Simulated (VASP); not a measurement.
A run of VASP 6.6.1 is set up as follows.

File INCAR:

```
  ALGO = Normal
  EDIFF = 1E-6
  EDIFFG = -0.01
  ENCUT = 600
  GGA = PS
  IBRION = 2
  ISIF = 3
  ISMEAR = 0
  LASPH = T
  LCHARG = F
  LREAL = F
  LWAVE = F
  NELM = 80
  NSW = 90
  PREC = Accurate
  SIGMA = 0.03
```

File KPOINTS:

```
k-points
0
Gamma
  8 8 8
```

File POSCAR:

```
InP
1.0
    0.0000000000      2.9305000000      2.9305000000
    2.9305000000      0.0000000000      2.9305000000
    2.9305000000      2.9305000000      0.0000000000
In P
1 1
Direct
    0.0000000000      0.0000000000      0.0000000000
    0.2500000000      0.2500000000      0.2500000000
```

Potentials or basis: VASP PAW PBE potentials, release 64 (In_d, P).

Command:

```bash
$ cat potpaw_PBE.64/In_d/POTCAR potpaw_PBE.64/P/POTCAR > POTCAR
$ mpirun -np 1 vasp_std > vasp.out
```

Q: Estimate the band gap on the k mesh.

A: 0.57 eV, direct.

Q: What does it give for the relaxed cell?

A: a = 4.157 Å, b = 4.157 Å, c = 4.157 Å, α = 60.00°, β = 60.00°, γ = 60.00°.

Final structure:
```xyz
2
Lattice="0.0000 2.9393 2.9393 2.9393 0.0000 2.9393 2.9393 2.9393 0.0000" Properties=species:S:1:pos:R:3 pbc="T T T"
In    0.0000    0.0000    0.0000
P     1.4697    1.4697    1.4697
```

Caveat: spin-orbit coupling is left out, which moves the levels of the heavy elements. Zero-point motion and thermal expansion aren't in these numbers.
